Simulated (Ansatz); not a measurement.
# 4 guesses for GaH and where they end

These are results of DFT PBE, scalar-relativistic, plane waves, PAW (Ansatz 0.2.0), not measurements. All cells share a 420 eV cutoff and Γ-centred k meshes spaced about 0.3 Å⁻¹ or finer (0.25 for metals, 2π included). No spin polarisation in the final relaxations.

Each guess was relaxed in cell and atoms at zero pressure, within the symmetry of its start. All energies are static (0 K, no zero-point motion). Coordination counts H atoms around Ga (those within 1.25 times the shortest such distance or 1.15 times the sum of covalent radii).

| guess | made from | start group | V start (Å³/atom) | end group | V end (Å³/atom) | coordination at the end | gap on mesh (eV) | E over the lowest end (meV/atom) |
| --- | --- | --- | --- | --- | --- | --- | --- | --- |
| 1 | MgSn type | Pmmn | 14.1 | ? | ? | ? | ? | ? |
| 2 | TiPd type | P2_1/m | 14.0 | P2_1/m | 12.8 | Ga 3 | 0 | 66 |
| 3 | random cell | P6/mmm | 12.6 | P6/mmm | 11.9 | Ga 2 | 0 | 0 |
| 4 | random cell | P4/mmm | 12.7 | P4/mmm | 12.9 | Ga 2 | 0 | 102 |

Guess 1 as it starts:

```cif
data_structure
_symmetry_space_group_name_H-M 'P 1'
_symmetry_Int_Tables_number 1
_cell_length_a 2.9263
_cell_length_b 4.7169
_cell_length_c 4.0885
_cell_angle_alpha 90.000
_cell_angle_beta 90.000
_cell_angle_gamma 90.000
_cell_volume 56.43
loop_
_atom_site_label
_atom_site_type_symbol
_atom_site_fract_x
_atom_site_fract_y
_atom_site_fract_z
_atom_site_occupancy
Ga1 Ga 0.50000 0.00000 0.89840 1
Ga2 Ga 0.00000 0.50000 0.10160 1
H1 H 0.00000 0.00000 0.39597 1
H2 H 0.50000 0.50000 0.60403 1
```

Task: Predict the end of this guess and its energy over the lowest end.

Result: It ends in space group Pmmn (No. 59), with a = 2.826 Å, b = 3.879 Å, c = 5.711 Å, 15.7 Å³/atom and no gap; its coordination is Ga 2. It lies 82 meV/atom over the lowest end, above guess 2 and below guess 4. Counting H atoms around Ga, this end and the lowest (guess 3) both have Ga 2.

```
Ga H
1.0
     2.82567    0.00000    0.00000
     0.00000    3.87945    0.00000
     0.00000    0.00000    5.71097
Ga H
2 2
Direct
  0.50000 0.00000 0.86760
  0.00000 0.50000 0.13240
  0.00000 0.00000 0.67287
  0.50000 0.50000 0.32713
```

The zero of energy is the elements' standard structures at the same level (H₂ as a molecule); no fitted shifts are applied.

Task: Is the lowest end bound against the elements?

Result: No: its formation energy is +0.21 eV/atom. It can't be a ground state, since the elements alone are lower.

Weakly bound directions are ill-defined at this level, which has no dispersion term (P2_1/m, Pmmn), and this can change margins and order among such cells. With hydrogen, zero-point motion can shift formation energies by some tens of meV/atom. With atoms moved at random, P2_1/m (by 60 meV/atom) and Pmmn (by 76 meV/atom) fell into a lower structure; P6/mmm came back. Without a clear test, and held by symmetry: P4/mmm. A lower structure may well exist outside this small set. Some candidate types were left out of the draw beforehand, so a known form may be missing.
